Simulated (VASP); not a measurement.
# Gap, carriers and strain in AgF (Pm-3m), part 3 of 3

Wanted: where the band edges of AgF lie, how heavy the carriers are and how strain moves the gap. The cell is generated by rule, not measured, and may not be a known phase.

VASP 6.6.1, plane waves and PAW; the level of theory is named at each step.

So far. Step 3 (Bands on a dense mesh): At 1.9 GPa the cell is away from the equilibrium volume of this level: left free, it would expand. Step 5 (Orbitals for bands with HSE06): The run ends at a pressure of 1.99 GPa.

The structure was built from a prototype and need not be the compound's stable phase.

### Step 6. Bands with HSE06

This step: HSE06; plane waves and PAW (Ag, F); invented cell (VASP 6.6.1).

A quarter of screened exact exchange corrects much of the semilocal gap error; its cost forces a coarser mesh.

Contents of INCAR:

```
SYSTEM = AgF
PREC = Accurate
ENCUT = 520
EDIFF = 1E-06
NELM = 100
ISMEAR = 0
SIGMA = 0.02
LREAL = .FALSE.
ALGO = Normal
LHFCALC = .TRUE.
AEXX = 0.25
GGA = PE
HFSCREEN = 0.2
LASPH = .TRUE.
NBANDS = 15
PRECFOCK = Fast
LORBIT = 11
LWAVE = .FALSE.
LCHARG = .FALSE.
KPAR = 4
ISIF = 2
```

Contents of POSCAR:

```
AgF
1.0
    3.0068400000      0.0000000000      0.0000000000
    0.0000000000      3.0068400000      0.0000000000
    0.0000000000      0.0000000000      3.0068400000
Ag F
1 1
Direct
    0.0000000000      0.0000000000      0.0000000000
    0.5000000000      0.5000000000      0.5000000000
```

Contents of KPOINTS:

```
Automatic mesh
0
Gamma
6 6 6
0 0 0
```

Contents of KPOINTS_OPT:

```
Line mode
8
Line-mode
Reciprocal
  0.00000000   0.00000000   0.00000000 GAMMA
  0.00000000   0.50000000   0.00000000 X

  0.00000000   0.50000000   0.00000000 X
  0.50000000   0.50000000   0.00000000 M

  0.50000000   0.50000000   0.00000000 M
  0.00000000   0.00000000   0.00000000 GAMMA

  0.00000000   0.00000000   0.00000000 GAMMA
  0.50000000   0.50000000   0.50000000 R

  0.50000000   0.50000000   0.50000000 R
  0.00000000   0.50000000   0.00000000 X

  0.50000000   0.50000000   0.00000000 M
  0.50000000   0.50000000   0.50000000 R
```

The projector-augmented-wave data sets are Ag and F (PBE family, release 64).

The run starts from files that an earlier step left in the folder.

Run with:

```console
$ mpirun -np 4 vasp_std
```

The program printed:

```text
[banner, memory and clock lines left out]
running    4 mpi-ranks, on    1 nodes
 distrk:  each k-point on    1 cores,    4 groups
 distr:  one band on    1 cores,    1 groups

 POSCAR found type information on POSCAR AgF
 POSCAR found :  2 types and       2 ions
 LDA part: xc-table for (Slater+PW92), standard interpolation
 found WAVECAR, reading the header
 POSCAR, INCAR and KPOINTS ok, starting setup
 FFT: planning ... GRIDC
 FFT: planning ... GRID_SOFT
 FFT: planning ... GRID
 reading WAVECAR
 the WAVECAR file was read successfully
 initial charge from wavefunction
 entering main loop
       N       E                     dE             d eps       ncg     rms          rms(c)
DAV:   1    -0.819218759836E+01   -0.81922E+01   -0.22676E-01   600   0.586E+00    0.103E+00
DAV:   2    -0.818480322854E+01    0.73844E-02   -0.49749E-02   607   0.211E+00    0.525E-01
DAV:   3    -0.818192411111E+01    0.28791E-02   -0.10455E-02   642   0.106E+00    0.379E-01
DAV:   4    -0.818174993794E+01    0.17417E-03   -0.88513E-04   621   0.408E-01    0.263E-01
DAV:   5    -0.818163388987E+01    0.11605E-03   -0.25160E-04   607   0.186E-01    0.162E-01
DAV:   6    -0.818160085908E+01    0.33031E-04   -0.20086E-05   628   0.648E-02    0.949E-02
DAV:   7    -0.818159029604E+01    0.10563E-04   -0.75352E-06   649   0.416E-02    0.567E-02
DAV:   8    -0.818158817112E+01    0.21249E-05   -0.39725E-06   628   0.236E-02    0.354E-02
DAV:   9    -0.818158754496E+01    0.62616E-06   -0.89993E-07   356   0.121E-02
   1 F= -.81815875E+01 E0= -.81815875E+01  d E =-.423025E-28
 Start KPOINTS_OPT (optional k-point list driver)
k-point batch [1-20\48]
       N       E                     dE             ncg
DAV:   1     0.181180059611E+04   -0.90443E+04      624
DAV:   2    -0.729700787223E+03   -0.25415E+04      684
DAV:   3    -0.810006435983E+03   -0.80306E+02      705
DAV:   4    -0.810762166496E+03   -0.75573E+00      782
DAV:   5    -0.810764386362E+03   -0.22199E-02      775
DAV:   6    -0.810764398959E+03   -0.12597E-04      732
DAV:   7    -0.810764399066E+03   -0.10705E-06      566
[...]
k-point batch [41-48\48]
       N       E                     dE             ncg
DAV:   1     0.101027750579E+05   -0.61549E+04      264
DAV:   2     0.913415330206E+04   -0.96862E+03      261
DAV:   3     0.910495679268E+04   -0.29197E+02      254
DAV:   4     0.910469803379E+04   -0.25876E+00      324
DAV:   5     0.910469718351E+04   -0.85029E-03      310
DAV:   6     0.910469717907E+04   -0.44336E-05      296
DAV:   7     0.910469717904E+04   -0.32622E-07      225
```

Run time: 13 min. Hardware: 4 MPI ranks of AMD EPYC 7R43, shared host; peak memory 0.95 GiB; 52 min of CPU time.

From OUTCAR (step 6):

```text
   k-points           NKPTS =     20   k-points in BZ     NKDIM =    216   number of bands    NBANDS=     15

   NELECT =      18.0000    total number of electrons

  exchange ACFDT corr.  =         0.00000000  see jH, gK, PRB 81, 115126

 E-fermi :   2.3652

 k-point     1 :       0.0000    0.0000    0.0000
  band No.  band energies     occupation
    ...
      5      -0.3381      2.00000
      6      -0.3381      2.00000
      7       1.2792      2.00000
      8       1.2792      2.00000
      9       1.2792      2.00000
     10       3.5704      0.00000
     11      21.0428      0.00000
     12      21.0428      0.00000
     13      21.4369      0.00000
     14      21.4369      0.00000
    ...

  Total        0.0767729      0.0767729      0.0767729      0.0000000      0.0000000     -0.0000000
  in kB        4.5246745      4.5246745      4.5246745      0.0000000      0.0000000     -0.0000000
  external PRESSURE =       4.5246745 kB  Pullay stress =       0.0000000 kB

 POSITION                                       TOTAL-FORCE (eV/Angst)
 -----------------------------------------------------------------------------------
      0.00000      0.00000      0.00000         0.000000      0.000000      0.000000
      1.50342      1.50342      1.50342         0.000000      0.000000      0.000000
 -----------------------------------------------------------------------------------
    total drift:                                0.000007      0.000007      0.000007

  FREE ENERGIE OF THE ION-ELECTRON SYSTEM (eV)
  ---------------------------------------------------
  free  energy   TOTEN  =        -8.1815875450 eV

  energy  without entropy=       -8.1815875450  energy(sigma->0) =       -8.18158754

[... 7 parts as in an earlier step ...]

[... 9 further parts left out ...]
```

The PAW data sets were made with PBE, which is usual practice but a small mismatch for other functionals.

This step gave:

```
SCF cycles                        : 9
free energy (TOTEN)               : -8.182 eV
Fermi energy                      : 2.365 eV
pressure                          : 0.4525 GPa
metallic                          : no
least gap on mesh and path        : 1.355 eV
least direct gap on mesh and path : 2.291 eV
valence top at k                  : 0.5, 0.5, 0.5
conduction bottom at k            : 0, 0, 0
least direct gap at k             : 0, 0, 0
```

Electronic bands along the path, in eV, zero at the valence-band top; v1 is the highest filled band, c1 the lowest empty one:

| point | v4 | v3 | v2 | v1 | c1 | c2 |
| --- | --- | --- | --- | --- | --- | --- |
| Γ | -2.55 | -0.94 | -0.94 | -0.94 | 1.36 | 18.83 |
| 0.57 of the way | -1.47 | -0.90 | -0.46 | -0.46 | 3.89 | 12.39 |
| X | -0.87 | -0.73 | -0.24 | -0.24 | 7.25 | 7.80 |
| 0.57 of the way | -1.52 | -1.24 | -0.81 | -0.62 | 7.95 | 9.60 |
| M | -2.14 | -1.47 | -1.47 | -0.32 | 8.79 | 11.27 |
| 0.57 of the way | -1.52 | -1.15 | -1.09 | -0.47 | 4.31 | 14.34 |
| Γ | -2.55 | -0.94 | -0.94 | -0.94 | 1.36 | 18.83 |
| 0.43 of the way | -1.84 | -1.31 | -0.60 | -0.60 | 5.16 | 14.60 |
| R | -0.28 | 0.00 | 0.00 | 0.00 | 10.44 | 10.44 |
| 0.57 of the way | -1.72 | -1.25 | -0.54 | -0.15 | 7.93 | 9.55 |
| X | -0.87 | -0.73 | -0.24 | -0.24 | 7.25 | 7.80 |
| jump to M | -2.14 | -1.47 | -1.47 | -0.32 | 8.79 | 11.27 |
| 0.43 of the way | -0.83 | -0.83 | -0.74 | -0.30 | 9.14 | 11.00 |
| R | -0.28 | 0.00 | 0.00 | 0.00 | 10.44 | 10.44 |

Of the projections kept (Ag, F), the largest for each band there; the rest of the weight can lie on other orbitals:

| point | v4 | v3 | v2 | v1 | c1 | c2 |
| --- | --- | --- | --- | --- | --- | --- |
| Γ | F 0.98 | Ag 1.00 | Ag 1.00 | Ag 1.00 | Ag 0.87 | Ag 1.00 |
| X | Ag 1.00 | Ag 0.84 | Ag 0.66 | Ag 0.66 | Ag 0.85 | Ag 0.69 |
| M | Ag 0.98 | Ag 1.00 | Ag 1.00 | Ag 1.00 | Ag 1.00 | Ag 0.66 |
| Γ | F 0.98 | Ag 1.00 | Ag 1.00 | Ag 1.00 | Ag 0.87 | Ag 1.00 |
| R | Ag 1.00 | Ag 0.63 | Ag 0.63 | Ag 0.63 | Ag 1.00 | Ag 1.00 |
| X | Ag 1.00 | Ag 0.84 | Ag 0.66 | Ag 0.66 | Ag 0.85 | Ag 0.69 |

The electronic bands as a text plot (rows in eV, shown from -5.3 to 7.4 only):

```
    7.1 |       +         ++                             +
    6.6 |                                ++
    6.0 |      +
    5.5 |                   +
    5.0 |     +                        ++
    4.5 |                    ++
    3.9 |    +
    3.4 |                            ++
    2.9 |   +                  +
    2.3 |  +
    1.8 | +                     ++ ++
    1.3 |+                        +
    0.8 |
    0.2 |                                     ***               *
   -0.3 |    ******  *****  ***          ************************
   -0.8 |*************    **   **********  *     ***  ****  * *
   -1.4 |    *     ************        *****       ****   ****
   -1.9 |   *        *******   *     ****           **    **
   -2.4 |***   **********************                 *****
   -2.9 |******    **     ***********               ***   *
   -3.5 |  *  ******        ****     **            *  **** *
   -4.0 |   *       ******** **        *****        **    ***
   -4.5 |    *      **    ***              ***   *****      ***
   -5.1 |     ******                        *****     ****    ***
         Γ      X      M          Γ            R        X|M     R
```

At this level the gap is 1.36 eV.

### Step 7. What came out

| Item | Value |
| --- | --- |
| gap, PBE | none |
| gap with spin-orbit coupling | none |
| gap, HSE06 without spin-orbit coupling | 1.36 eV |

What this shows: At this level the bands overlap or touch. HSE06, on a coarser mesh, gives 1.36 eV, a gap that the semilocal functional misses. Masses were not obtained, since there is no gap at this level. The strain response was not obtained, since there is no gap at this level.

[Lines on the potential files, build, host, timing and source positions are cut from VASP's logs without a mark.]

[Logs are printed without paths, hosts, clocks, repeated set-up lines and the standing remarks that a program may print on its own settings, such as how far it seeks lower states.]

[Hosts, paths, dates, database ids (printed as entryN), source tags and the programs' standing remarks are cut or masked in the printed files.]

[In band tables of VASP the shares of atoms and orbitals are scaled to a sum of 1 inside the atoms' spheres.]

[Gaps and slopes under strain along one axis are those of the sampled path and mesh points; where strain splits equal valleys, another of them can be the edge.]
